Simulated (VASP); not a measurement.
# RbBr: excitons by G0W0 and the Bethe-Salpeter equation

RbBr, Fm-3m (no. 225), 2 atoms in the cell.

| Spin-orbit coupling | First bright excitation (eV) | Direct quasiparticle gap on the mesh (eV) | Direct Kohn-Sham gap on the mesh (eV) | Mean energy of the absorption, weighted by Im ε (eV) | Time (s) |
|---|---|---|---|---|---|
| no | 5.39 | 6.51 | 4.35 | 8.13 | 44 |
| yes | 5.21 | 6.34 | 4.19 | 8.13 | 215 |

Limits: The 4×4×4 mesh is coarse for a spectrum: peaks stand apart that a denser mesh merges; bands, mesh and cutoff of the G0W0 step are small, so absolute energies aren't converged; row 1: the pairs hold 4 valence and 4 conduction bands, and what lies beyond is missing from ε; the run without spin-orbit coupling holds singlets alone, the other one triplet-like states too; the excitation given is the first strong one; row 2: the pairs hold 8 valence and 8 conduction bands, and what lies beyond is missing from ε.

## Input of the first row

INCAR.step1:
```
PREC     = Accurate       # precision mode
ENCUT    = 220            # plane-wave cutoff, eV
ISMEAR   = 0              # smearing method
SIGMA    = 0.02           # smearing width, eV
EDIFF    = 1E-8           # SCF threshold, eV
LASPH    = T              # aspherical terms in the spheres
KPAR     = 4            
LWAVE    = T              # write WAVECAR
LCHARG   = F              # write CHGCAR
```

INCAR.step2, as INCAR.step1 but for:
```
- EDIFF = 1E-8
+ EDIFF = 1E-7
+ ALGO = Exact
+ NELM = 1
+ LOPTICS = T
+ ISTART = 1
+ NBANDS = 40
+ NEDOS = 2000
```

INCAR.step3, as INCAR.step2 but for:
```
- EDIFF = 1E-7
- ALGO = Exact
- NELM = 1
- LOPTICS = T
- NEDOS = 2000
+ ALGO = EVGW0
+ NELMGW = 1
+ ENCUTGW = 100
+ NOMEGA = 96
+ OMEGAMAX = 30
+ NBANDSGW = 24
+ PRECFOCK = Fast
```

INCAR.step4, as INCAR.step3 but for:
```
- LWAVE = T
- ALGO = EVGW0
- NELMGW = 1
- NOMEGA = 96
- OMEGAMAX = 30
- NBANDSGW = 24
+ LWAVE = F
+ ALGO = BSE
+ NBANDSO = 4
+ NBANDSV = 4
+ IBSE = 2
+ NBSEEIG = 4
+ ANTIRES = 0
+ OMEGAMAX = 25
+ CSHIFT = 0.15
+ NOMEGA = 1000
```

KPOINTS:
```
k-points
0
Gamma
  4 4 4
```

POSCAR:
```
RbBr
1.0
    0.0000000000      3.4270000000      3.4270000000
    3.4270000000      0.0000000000      3.4270000000
    3.4270000000      3.4270000000      0.0000000000
Rb Br
1 1
Direct
    0.0000000000      0.0000000000      0.0000000000
    0.5000000000      0.5000000000      0.5000000000
```

Commands (each step's output is kept before the next begins):
```
cat potpaw_PBE.64/Rb_sv_GW/POTCAR potpaw_PBE.64/Br_GW/POTCAR > POTCAR
cp INCAR.step1 INCAR
mpirun -np 4 vasp_std > vasp.out
cp INCAR.step2 INCAR
mpirun -np 4 vasp_std > vasp.out
cp INCAR.step3 INCAR
mpirun -np 4 vasp_std > vasp.out
cp INCAR.step4 INCAR
mpirun -np 4 vasp_std > vasp.out
```

VASP 6.6.1 took 44 s on 4 cores (Intel Xeon Platinum 8488C (Sapphire Rapids)), a shared host.
